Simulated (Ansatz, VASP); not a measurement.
## CuI (Marshite) in two plane-wave programs

Aim: how closely do two programs agree when they are given the same cell, functional and k mesh?

Main program and level: Ansatz 0.2.0; plane waves, with VASP 6.6.1 beside it; relaxation of cell and atoms at r2SCAN.

The database entry behind the starting cell differs from later determinations by our own check (about 0.15 % long (mineral sample)), so it need not match the best structure at ambient conditions.

### Step 1. The structure

It takes space group F-43m (No. 216, cubic). The conventional cell has a = 6.063 Å, b = 6.063 Å, c = 6.063 Å, α = 90.00°, β = 90.00°, γ = 90.00°. Nearest to Cu lie 4 I at 2.63 Å. I has 4 Cu at 2.63 Å nearest. Farther neighbours and most contacts between anions are not listed.

Structure file:

```cif
data_structure
_symmetry_space_group_name_H-M 'F-43m'
_symmetry_Int_Tables_number 216
_cell_length_a 6.0630
_cell_length_b 6.0630
_cell_length_c 6.0630
_cell_angle_alpha 90.000
_cell_angle_beta 90.000
_cell_angle_gamma 90.000
_cell_volume 222.88
loop_
_atom_site_label
_atom_site_type_symbol
_atom_site_symmetry_multiplicity
_atom_site_Wyckoff_symbol
_atom_site_fract_x
_atom_site_fract_y
_atom_site_fract_z
_atom_site_occupancy
Cu1 Cu 4 d 0.25000 0.25000 0.75000 1
I1 I 4 a 0.00000 0.00000 0.00000 1
```

### Step 2. Ansatz: relaxation of cell and atoms, r2SCAN

Ansatz runs on its default PAW (the set named soft_2) files.

The relaxed volume is the usual yardstick between codes: its relative difference is about their pressure difference at one cell divided by the bulk modulus.

Input file input.yaml:

```yaml
crystal:
  lattice:
    - [0.0, 3.0315, 3.0315]
    - [3.0315, 0.0, 3.0315]
    - [3.0315, 3.0315, 0.0]
  atoms:
    - { symbol: Cu, position: [0.25, 0.25, 0.25] }
    - { symbol: I, position: [0.0, 0.0, 0.0] }
hamiltonian:
  xc: r2scan
  pseudopotentials: { kind: paw }
kpoints:
  mp_grid: { grid: [8, 8, 8] }
scf:
  occupations: { method: fermi_dirac, width: 0.05 }
relax:
  f_tol: 0.01
  max_steps: 60
  cell: { stress_tol: 0.05 }
output:
  forces: true
  stress: true
```

Command:

```console
$ ansatz run input.yaml --threads 4 --pin off --max-ram 9216MiB --backend cpu --events-out ev --progress --plain --runs-dir out
```

Numbers of over 12 decimals in the logs are rounded to 6 here.

Output:

```text
Engine: ansatz 0.2.0, x86_64-unknown-linux-gnu
Pseudopotentials: kind: paw
Pseudopotential: Cu, paw, valence charge 19, recommended cutoff 500 eV (meta_gga), Cu.paw.azcp
Pseudopotential: I, paw, valence charge 17, recommended cutoff 500 eV (meta_gga), I.paw.azcp
Functional definition: r2SCAN
  parameter k0 = 0.174
  parameter k1 = 0.065
  parameter a1 = 4.9479
  exchange = r2scan_x(k0 = k0, k1 = k1, a1 = a1)
  correlation = r2scan_c
Crystal: 2 atoms, lattice volume = 55.719 Å³
Basis set: ecut = 500 eV, 1411 PW (Γ), exchange–correlation on 128×128×128 points (64 copies of the dense FFT grid, shifted against one another)
Bands: 22, of which v1, the nominal top of the filled ones, is band 18 counted from 1 (17 counted from 0)
Symmetry: 24 space group operations
Space group: F-43m (ITA 216), of the structure as read, at distance tolerance 3.8e-5 Å
k-points: 29 of 512 (time reversal used)
Non-local potential: Cu, projectors of the file, l = 0: 3, l = 1: 2, l = 2: 3, l = 3: 1
Non-local potential: I, projectors of the file, l = 0: 2, l = 1: 2, l = 2: 2, l = 3: 2
PAW form: soft (Blöchl's): semilocal exchange-correlation on the pseudo side does not see the compensation charge
PAW frozen core: Cu, regenerated for the run's functional (the file was generated under x = pbe(κ = 0.804, μ = 0.219515), c = pbe(β = 0.066725))
PAW frozen core: I, regenerated for the run's functional (the file was generated under x = pbe(κ = 0.804, μ = 0.219515), c = pbe(β = 0.066725))
PAW one-centre angular grid: Cu, 590 points (default); XC on 160 Gauss nodes
PAW one-centre angular grid: I, 590 points (default); XC on 160 Gauss nodes
Initial density: superposition of atomic densities (neutral atoms: chi_scale 0, normalization atom), corrected by the library's trained network
Initial wavefunctions: pseudopotential atomic-orbital guess
Functional: x = r2scan, c = r2scan; τ floored in thin density (d = 2e-4 eV/Å³)
SCF iter   1: F=—  HF=-14159.671108 eV  |F-HF|=—  |Δ(HF+E_count)|=         —  Δρ=2.36e-2  dr2=1.83e-1  dr2_τ=1.04e-3  ethr=1.77e-3  ⟨swp⟩=6.1  Hψ=3124  notcnv=0
preconditioner: auto → none  [insulator: Δε(μ)=1.823 eV  Ē_g=9.648 eV  σ=0.050 eV  W_gap=1.00  n_scr=14 (ndim 8)  ℏωp=21.1 eV  f_vac=0.182  D(μ)=0.00/eV (n_scr^D=0)  ε∞_Penn≈5.8]
SCF iter   2: F=—  HF=-14159.714651 eV  |F-HF|=—  |Δ(HF+E_count)|=   4.35e-2  Δρ=2.75e-2  dr2=2.80e-1  dr2_τ=1.60e-3  ethr=5.08e-4  ⟨swp⟩=3.0  Hψ=1616  notcnv=0
SCF iter   3: F=—  HF=-14159.644185 eV  |F-HF|=—  |Δ(HF+E_count)|=   7.05e-2  Δρ=2.48e-3  dr2=3.47e-3  dr2_τ=5.46e-5  ethr=5.08e-4  ⟨swp⟩=2.0  Hψ=1107  notcnv=0
SCF iter   4: F=—  HF=-14159.643269 eV  |F-HF|=—  |Δ(HF+E_count)|=   9.16e-4  Δρ=2.17e-3  dr2=1.73e-3  dr2_τ=4.08e-6  ethr=9.63e-6  ⟨swp⟩=2.0  Hψ=1002  notcnv=0
SCF iter   5: F=—  HF=-14159.642941 eV  |F-HF|=—  |Δ(HF+E_count)|=   3.28e-4  Δρ=7.08e-4  dr2=1.93e-4  dr2_τ=3.60e-7  ethr=4.80e-6  ⟨swp⟩=2.0  Hψ=758  notcnv=0
SCF iter   6: F=—  HF=-14159.642903 eV  |F-HF|=—  |Δ(HF+E_count)|=   3.77e-5  Δρ=3.11e-5  dr2=5.91e-7  dr2_τ=3.24e-8  ethr=5.35e-7  ⟨swp⟩=2.0  Hψ=795  notcnv=0
SCF iter   7: F=—  HF=-14159.642906 eV  |F-HF|=—  |Δ(HF+E_count)|=   3.06e-6  Δρ=5.31e-6  dr2=1.57e-8  dr2_τ=3.41e-10  ethr=2.78e-10  ⟨swp⟩=5.6  Hψ=2528  notcnv=0
SCF iter   8: F=-14159.642906 eV  HF=-14159.642906 eV  |F-HF|=6.18e-11  |Δ(HF+E_count)|=   1.85e-9  Δρ=6.57e-7  dr2=1.49e-10  dr2_τ=2.63e-12  ethr=4.36e-11  ⟨swp⟩=2.1  Hψ=2269  notcnv=0
SCF 1 converged in 8 iterations: F = -14159.642906 eV  dr2 = 1.49e-10
  greatest PAW one-centre occupation: 1.000 electrons in one spin orbital (limit 2), on the Cu atom at site 0 (counted from 0), in its partial waves of l = 0
relax step   1: F+E_penalty+E_count = -14159.64290624 eV  Δ(F+E_penalty+E_count) = +0.000e0 eV  max|allowed force component| = 5.551e-17 eV/Å  Δτ_max = 0.0000 Å  P = -0.829 GPa  Ω = 55.719 Å³  (8 SCF iters, dr2 threshold 1.00e-7 eV, accepted)
[...]
relax step   2: F+E_penalty+E_count = -14159.64610132 eV  Δ(F+E_penalty+E_count) = -3.195e-3 eV  max|allowed force component| = 8.674e-18 eV/Å  Δτ_max = 0.0000 Å  P = -0.007 GPa  Ω = 54.636 Å³  energy of the carried Pulay correction = +3.147e-4 eV  (6 SCF iters, dr2 threshold 2.00e-7 eV, accepted)
[...]
relax step   3: F+E_penalty+E_count = -14159.64578695 eV  Δ(F+E_penalty+E_count) = +3.144e-4 eV  max|allowed force component| = 1.874e-17 eV/Å  Δτ_max = 0.0000 Å  P = -0.013 GPa  Ω = 54.636 Å³  stress off target by 1.34e-2 GPa  SCF on the basis re-selected at this cell (its energy is not comparable with the rows above)  (6 SCF iters)
basis re-selected at this cell: Δ(F+E_penalty+E_count) = +3.144e-4 eV, ΔP = -0.006 GPa vs the last step (what re-selecting the basis moved, of the pressure what is left beyond the Pulay correction that the steps carried, after the strain that the cell walked since its last selection, with what the two solves' SCF thresholds leave and, on support functions, any second-order correction that the steps lacked; it is no m [...]
SCF converged after 6 iterations
Free energy (F): -14159.645787 eV
Harris-Foulkes:  -14159.645787 eV  (|F-HF|=2.00e-11)
Internal energy: -14159.645787 eV  (E = F + TS)
E sigma→0 (E₀):  -14159.645787 eV
Fermi energy:    9.129267 eV
--- Per-component energies (eV) ---
  E_band       = -898.783994
  E_kinetic    = 489.172957
  E_local      = -7589.603735  (includes V_loc(G=0)·N_el)
  E_nonlocal   = 321.051668
  E_hartree    = 3535.021680
  E_xc         = -202.069033
  E_vxc        = -260.139315  (∫ρ·V_xc dr)
  E_paw        = -6531.596600  (= ΣΔE_a)
  E_vpaw       = -945.875994  (= ΣTr[D̂ρ^β])
  E_aug_tail   = 0.000131  (compensation charges beyond the density's cutoff)
  E_vtau       = 16.566653  (kinetic-family band-sum trace: ∫τ·v_τ [+ j·A + Jᵃ·Aᵃ] dr)
  E_ewald      = -4181.394799
  E_core_change = -0.228055  (= ΣΔE_core)
  E_smearing   = -0.000000  (= −TS)
  E_closure    = 0.000000  (closes the sum)
  Σ components = -14159.645787   (vs F -14159.645787, Δ=0.00e0)
--- Forces (eV/Å), atoms counted from 1 ---
  atom   1  Cu    -0.00000000    -0.00000000     0.00000000
  atom   2  I      0.00000000    -0.00000000    -0.00000000
  max |Σ_I F_I| component: 4.74e-17 eV/Å
--- Stress (GPa, compression-positive) ---
       -0.013442      -0.000000      -0.000000
       -0.000000      -0.013442      -0.000000
        0.000000      -0.000000      -0.013442
  P = ⅓ Tr σ = -0.0134 GPa (-0.134 kbar)
--- Relaxed structure (2 steps of the walk, 2 accepted, 1 SCFs on fresh bases) ---
  F+E_penalty+E_count = -14159.64578695 eV   max|allowed force component| = 1.874e-17 eV/Å   (the final SCF, on the basis selected at the relaxed cell)
  cell:  # Å, volume = 54.6361 Å³
    - [0, 3.011734, 3.011734]
    - [3.011734, 0, 3.011734]
    - [3.011734, 3.011734, 0]
  atoms:
    - { symbol: Cu, position: [0.25, 0.25, 0.25] }
    - { symbol: I, position: [0, 0, 0] }
```

It took 12 s on 4 threads of Intel Xeon Platinum 8259CL at 2.50GHz (Skylake/Cascade Lake), shared host; peak memory 0.6 GiB.

### Step 3. VASP: relaxation of cell and atoms, r2SCAN

The same cell, functional, mesh and smearing now go to VASP, with its own data sets and cutoff.

Lines of VASP's logs that name or quote its potential files are left out, and so is its time.

Input file INCAR:

```
SYSTEM = CuI
PREC = Accurate
ENCUT = 520
EDIFF = 1E-06
NELM = 100
ISMEAR = -1
SIGMA = 0.05
LREAL = .FALSE.
ALGO = Normal
METAGGA = R2SCAN
LASPH = .TRUE.
NBANDS = 15
LORBIT = 11
LWAVE = .FALSE.
LCHARG = .FALSE.
KPAR = 2
IBRION = 2
NSW = 60
ISIF = 3
EDIFFG = -0.01
```

Input file POSCAR:

```
CuI
1.0
    0.0000000000      3.0315000000      3.0315000000
    3.0315000000      0.0000000000      3.0315000000
    3.0315000000      3.0315000000      0.0000000000
Cu I
1 1
Direct
    0.2500000000      0.2500000000      0.2500000000
    0.0000000000      0.0000000000      0.0000000000
```

Input file KPOINTS:

```
Automatic mesh
0
Gamma
8 8 8
0 0 0
```

Potentials, in the order of the species: Cu and I (PBE family, release 64).

Command:

```console
$ mpirun -np 2 vasp_std
```

Output:

```text
[banner, memory and clock lines left out]
running    2 mpi-ranks, on    1 nodes
 distrk:  each k-point on    1 cores,    2 groups
 distr:  one band on    1 cores,    1 groups

 POSCAR found type information on POSCAR CuI
 POSCAR found :  2 types and       2 ions
|                                                                             |
|               ----> ADVICE to this user running VASP <----                  |
|                                                                             |
|     You enforced a specific xc type in the INCAR file but a different       |
|     [... a line on the potential file left out ...]
|     I HOPE YOU KNOW WHAT YOU ARE DOING!                                     |
|                                                                             |

 LDA part: xc-table for (None), standard interpolation
 POSCAR, INCAR and KPOINTS ok, starting setup
 FFT: planning ... GRIDC
 FFT: planning ... GRID_SOFT
 FFT: planning ... GRID
 WAVECAR not read
 entering main loop
       N       E                     dE             d eps       ncg     rms          rms(c)
DAV:   1     0.641964268883E+02    0.64196E+02   -0.76881E+03   870   0.130E+03
DAV:   2    -0.331456092679E+02   -0.97342E+02   -0.88510E+02   905   0.243E+02
DAV:   3    -0.389351613294E+02   -0.57896E+01   -0.57084E+01  1178   0.645E+01
DAV:   4    -0.390836565761E+02   -0.14850E+00   -0.14844E+00   961   0.989E+00
DAV:   5    -0.390912200880E+02   -0.75635E-02   -0.75633E-02  1386   0.253E+00    0.576E+00
DAV:   6    -0.361369022336E+02    0.29543E+01   -0.66885E+00   884   0.665E+01    0.458E+00
DAV:   7    -0.357895164399E+02    0.34739E+00   -0.10613E+00  1108   0.369E+01    0.234E+00
DAV:   8    -0.358340886092E+02   -0.44572E-01   -0.51776E-01  1076   0.206E+01    0.145E+00
DAV:   9    -0.357912467925E+02    0.42842E-01   -0.18314E-01   940   0.126E+01    0.870E-02
DAV:  10    -0.357926472759E+02   -0.14005E-02   -0.62762E-03  1045   0.638E-01    0.100E-01
DAV:  11    -0.357927502434E+02   -0.10297E-03   -0.80582E-04  1137   0.774E-01    0.849E-02
DAV:  12    -0.357926777109E+02    0.72533E-04   -0.19288E-04  1193   0.410E-01    0.313E-02
DAV:  13    -0.357926647209E+02    0.12990E-04   -0.73743E-05  1112   0.240E-01    0.647E-03
DAV:  14    -0.357926665367E+02   -0.18158E-05   -0.10014E-05  1396   0.439E-02    0.547E-03
DAV:  15    -0.357926672432E+02   -0.70648E-06   -0.63844E-07   547   0.251E-02
   1 F= -.35792667E+02 E0= -.35792667E+02  d E =-.357927E+02
 curvature:   0.00 expect dE= 0.000E+00 dE for cont linesearch  0.000E+00
 trial: gam= 0.00000 g(F)=  0.127E-43 g(S)=  0.859E-02 ort = 0.000E+00 (trialstep = 0.100E+01)
 search vector abs. value=  0.859E-02
 bond charge predicted
       N       E                     dE             d eps       ncg     rms          rms(c)
DAV:   1    -0.359668040536E+02   -0.17414E+00   -0.25648E+00   870   0.368E+01    0.338E+00
DAV:   2    -0.358700700797E+02    0.96734E-01   -0.15806E+00   870   0.364E+01    0.139E+00
DAV:   3    -0.357996488182E+02    0.70421E-01   -0.29532E-01   870   0.194E+01    0.506E-01
DAV:   4    -0.357961779075E+02    0.34709E-02   -0.21753E-02  1196   0.110E+00    0.217E-01
DAV:   5    -0.357955883838E+02    0.58952E-03   -0.24198E-03  1142   0.155E+00    0.121E-01
DAV:   6    -0.357955798530E+02    0.85308E-05   -0.49655E-04  1358   0.212E-01    0.448E-02
DAV:   7    -0.357955564060E+02    0.23447E-04   -0.56134E-05  1230   0.102E-01    0.194E-02
DAV:   8    -0.357955463182E+02    0.10088E-04   -0.18539E-05  1340   0.122E-01    0.580E-03
DAV:   9    -0.357955458720E+02    0.44619E-06   -0.34484E-06   926   0.119E-02
   2 F= -.35795546E+02 E0= -.35795546E+02  d E =-.287863E-02
 trial-energy change:   -0.002879  1 .order   -0.003392   -0.008595    0.001810
 step:   0.7743(harm=  0.8260)  dis= 0.00000  next Energy=   -35.795756 (dE=-0.309E-02)
 bond charge predicted
       N       E                     dE             d eps       ncg     rms          rms(c)
DAV:   1    -0.358040347464E+02   -0.84884E-02   -0.13338E-01   870   0.857E+00    0.716E-01
DAV:   2    -0.357984658200E+02    0.55689E-02   -0.64973E-02   870   0.808E+00    0.255E-01
DAV:   3    -0.357960412727E+02    0.24245E-02   -0.11635E-02   870   0.350E+00    0.131E-01
DAV:   4    -0.357957387296E+02    0.30254E-03   -0.93795E-04  1254   0.398E-01    0.379E-02
DAV:   5    -0.357957258911E+02    0.12839E-04   -0.43692E-05  1129   0.717E-02    0.241E-02
DAV:   6    -0.357957075049E+02    0.18386E-04   -0.93920E-06  1396   0.614E-02    0.305E-03
DAV:   7    -0.357957077749E+02   -0.26991E-06   -0.52247E-07   526   0.113E-02
   3 F= -.35795708E+02 E0= -.35795708E+02  d E =-.304053E-02
 curvature:  -0.38 expect dE=-0.140E-05 dE for cont linesearch -0.140E-05
 trial: gam=-0.02034 g(F)=  0.136E-44 g(S)=  0.371E-05 ort = 0.178E-03 (trialstep = 0.955E+00)
 search vector abs. value=  0.170E-08
 reached required accuracy - stopping structural energy minimisation
```

From OUTCAR (step 3):

```text
ion  position               nearest neighbor table
   1  0.250  0.250  0.250-   2 2.63   2 2.63   2 2.63   2 2.63
   2  0.000  0.000  0.000-   1 2.63   1 2.63   1 2.63   1 2.63

  LATTYP: Found a face centered cubic cell.
 ALAT       =     6.0630000000

 Subroutine GETGRP returns: Found 24 space group operations
 (whereof 24 operations were pure point group operations)

The static configuration has the point symmetry T_d .

 Found     29 irreducible k-points:

   k-points           NKPTS =     29   k-points in BZ     NKDIM =     29   number of bands    NBANDS=     15

   dimension x,y,z NGX =    32 NGY =   32 NGZ =   32
   dimension x,y,z NGXF=    64 NGYF=   64 NGZF=   64

   ENCUT  =  520.0 eV  38.22 Ry    6.18 a.u.   7.97  7.97  7.97*2*pi/ulx,y,z

   NELECT =      18.0000    total number of electrons

 k-points in reciprocal lattice and weights: Automatic mesh
   0.00000000  0.00000000  0.00000000       0.002
   0.12500000  0.00000000  0.00000000       0.016
   0.25000000  0.00000000  0.00000000       0.016
   0.37500000  0.00000000  0.00000000       0.016
   0.50000000  0.00000000  0.00000000       0.008
   0.12500000  0.12500000  0.00000000       0.012
   0.25000000  0.12500000  0.00000000       0.047
   0.37500000  0.12500000  0.00000000       0.047
   0.50000000  0.12500000  0.00000000       0.047
[...]
-0.37500000  0.50000000  0.12500000       0.023
  -0.25000000  0.50000000  0.25000000       0.012

 average (electrostatic) potential at core
       1 -71.2387       2 -97.1933

 E-fermi :   5.3502

 k-point     1 :       0.0000    0.0000    0.0000
  band No.  band energies     occupation
    ...
      5       2.5544      2.00000
      6       2.5544      2.00000
      7       4.4701      2.00000
      8       4.4702      2.00000
      9       4.4702      2.00000
     10       6.1420      0.00000
     11       9.6910      0.00000
     12       9.6911      0.00000
     13       9.6911      0.00000
     14      13.1535      0.00000
    ...

 k-point     2 :       0.1250    0.0000    0.0000
  band No.  band energies     occupation
    ...
      5       2.5479      2.00000
      6       2.5479      2.00000
      7       3.8703      2.00000
      8       4.3490      2.00000
      9       4.3491      2.00000
     10       6.7987      0.00000
     11       9.6016      0.00000
     12       9.9206      0.00000
     13       9.9207      0.00000
     14      13.8093      0.00000
    ...

 k-point     3 :       0.2500    0.0000    0.0000
  band No.  band energies     occupation
    ...
      5       2.5445      2.00000
      6       2.5446      2.00000
      7       3.1666      2.00000
      8       4.0818      2.00000
      9       4.0819      2.00000
     10       7.2037      0.00000
     11      10.2611      0.00000
     12      10.2612      0.00000
     13      10.3677      0.00000
     14      13.6102      0.00000
    ...

  Total       -0.0071567     -0.0071567     -0.0071567      0.0000000      0.0000000     -0.0000000
  in kB       -0.2098138     -0.2098138     -0.2098138      0.0000000      0.0000000     -0.0000000
  external PRESSURE =      -0.2098138 kB  Pullay stress =       0.0000000 kB

  energy-cutoff  :      520.00
  volume of cell :       54.65
      direct lattice vectors                 reciprocal lattice vectors
    -0.000000000  3.011988254  3.011988254    -0.166003303  0.166003303  0.166003303
     3.011988254  0.000000000  3.011988254     0.166003303 -0.166003303  0.166003303
     3.011988254  3.011988254  0.000000000     0.166003303  0.166003303 -0.166003303

 POSITION                                       TOTAL-FORCE (eV/Angst)
 -----------------------------------------------------------------------------------
      1.50599      1.50599      1.50599        -0.000000      0.000000      0.000000
      0.00000      0.00000      0.00000         0.000000     -0.000000     -0.000000
 -----------------------------------------------------------------------------------
    total drift:                               -0.000010     -0.000010     -0.000010

  FREE ENERGIE OF THE ION-ELECTRON SYSTEM (eV)
  ---------------------------------------------------
  free  energy   TOTEN  =       -35.7957077749 eV

  energy  without entropy=      -35.7957077740  energy(sigma->0) =      -35.79570777

 reached required accuracy - stopping structural energy minimisation

 total charge
# of ion       s       p       d       tot
------------------------------------------
    1        0.325   0.279   9.362   9.965
    2        1.491   2.816   0.056   4.364
--------------------------------------------------
tot          1.816   3.095   9.418  14.329

[... 3 further parts left out ...]
```

CONTCAR:

```
CuI
   1.00000000000000
    -0.0000000000000000    3.0119882536810421    3.0119882536810421
     3.0119882536810421    0.0000000000000000    3.0119882536810421
     3.0119882536810421    3.0119882536810421    0.0000000000000000
  Cu              I
     1     1
Direct
     0.2500000000000000    0.2500000000000000    0.2500000000000000
     0.0000000000000000    0.0000000000000000    0.0000000000000000
```

The run keeps the 24 symmetry operations of its start, so it cannot find a distortion of lower symmetry.

### Step 4. Comparison

Known differences besides the potentials themselves: VASP keeps PBE cores, Ansatz makes them for the functional; both relaxations stop at a tolerance, which leaves soft axes loose, and VASP keeps its plane-wave basis; the data sets hold 36 valence electrons in Ansatz (default PAW (the set named soft_2) files) and 18 in VASP; the cutoff is 500 eV in Ansatz and 520 eV in VASP; Ansatz adds a Pulay correction to the stress that steers its cell, VASP none. Total energies have different zeros and are not compared.

The two programs side by side:

| quantity | Ansatz | VASP | difference |
| --- | --- | --- | --- |
| volume (Å³) | 54.64 | 54.65 | -0.03 % |
| edge a after relaxation, in the typed setting (Å) | 4.259 | 4.260 | -0.01 % |

The walks stopped with -0.01 GPa left in Ansatz and -0.02 GPa in VASP; each walk ends within a tolerance, so the volume difference is uncertain by about these residues over the bulk modulus, most in soft cells.

### Step 5. What came out

* difference in volume (relaxation of cell and atoms, r2SCAN): -0.025 %

In words: The difference in volume is -0.025 % (relaxation of cell and atoms, r2SCAN), within the 1.2 % picked in this series as the mark of a large difference, as far as the stopping tolerances let one tell. How closely two codes agree says nothing of how well the functional describes the real material.

[Lines on the potential files, build, host, timing and source positions are cut from VASP's logs without a mark.]

[Logs are printed without paths, hosts, clocks, repeated set-up lines and the standing remarks that a program may print on its own settings, such as how far it seeks lower states.]

[Hosts, paths, dates, database ids (printed as entryN), source tags and the programs' standing remarks are cut or masked in the printed files.]
